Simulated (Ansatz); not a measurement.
# Ge: strong compression

An exercise on one series of results from a longer session: the logs are not shown, and one member is left open.

Computed with Ansatz 0.2.0 (DFT, PBE, PAW with Ansatz's default frozen-core files, scalar-relativistic, unless a step's input says otherwise).

### The structure to begin with

Symmetry: I4_1/amd, No. 141, tetragonal system. Conventional cell: a = 5.221 Å, b = 5.221 Å, c = 2.872 Å, α = 90.00°, β = 90.00°, γ = 90.00°. Ge (site symmetry -4m2) is surrounded by 6 Ge at 2.71 to 2.87 Å.

Structure file:

```
Ge
1.0
    -2.61055    2.61055    1.43580
     2.61055   -2.61055    1.43580
     2.61055    2.61055   -1.43580
Ge
2
Direct
  0.62500 0.87500 0.75000
  0.37500 0.12500 0.25000
```

Whether this phase is the stable one at these pressures isn't tested.

Atoms are numbered in the order of the input: Ge1, Ge2.

The first run:

Contents of input.yaml:

```yaml
crystal:
  lattice:
    - [-2.6105541945, 2.6105541945, 1.435804807]
    - [2.6105541945, -2.6105541945, 1.435804807]
    - [2.6105541945, 2.6105541945, -1.435804807]
  atoms:
    - { symbol: Ge, position: [-0.375, -0.125, -0.25] }
    - { symbol: Ge, position: [0.375, 0.125, 0.25] }
kpoints:
  mp_grid: { grid: [17, 17, 17] }
scf:
  occupations: { method: fermi_dirac, width: 0.1 }
hamiltonian:
  xc: pbe
  pseudopotentials: { kind: paw }
output:
  forces: true
  stress: true
  write_density: true
  write_potential: true
  elf: true
  volumetric_format: npy
relax:
  f_tol: 0.005
  max_steps: 40
  cell: {}
```

Command:

```console
$ ansatz run input.yaml --threads 1 --pin off --max-ram 2048MiB --backend cpu --events-out ev --progress --plain --runs-dir out
```

Steps of the session up to this table: Cell relaxed at zero pressure, PAW; Volume scaled by 1, PAW; Shape and atoms relaxed at 0.9 of the volume, PAW; Volume scaled by 0.9, PAW; Shape and atoms relaxed at 0.8 of the volume, PAW; Volume scaled by 0.8, PAW; Shape and atoms relaxed at 0.7 of the volume, PAW; Volume scaled by 0.7, PAW; Volume scaled by 0.7, PAW (partial_waves polarizable); Shape and atoms relaxed at 0.6 of the volume, PAW; Volume scaled by 0.6, PAW; Shape and atoms relaxed at 0.5 of the volume, PAW; Volume scaled by 0.5, PAW; Shape and atoms relaxed at 0.4 of the volume, PAW; Volume scaled by 0.4, PAW; Volume scaled by 0.4, PAW (partial_waves polarizable).

One of the session's tables, all rows but one given; the rest of the session is left out.

```
                         method  volume over the first  volume (Å³/atom)  pressure (GPa)
                            PAW                      1            19.311           -0.01
                            PAW                    0.9            17.380            9.12
                            PAW                    0.8            15.449           25.43
                            PAW                    0.7            13.517           55.56
                            PAW                    0.6                 ?               ?
                            PAW                    0.5             9.655          236.04
                            PAW                    0.4             7.724          514.79
PAW (partial_waves polarizable)                    0.7            13.517           55.56
PAW (partial_waves polarizable)                    0.4             7.724          514.79
```

Q: Estimate the row for PAW, 0.6 from the others.

As computed: volume (Å³/atom): 11.586; pressure (GPa): 114.36. In the column «volume (Å³/atom)» it lies between PAW, 0.5 (9.655) and PAW, 0.7 (13.517).
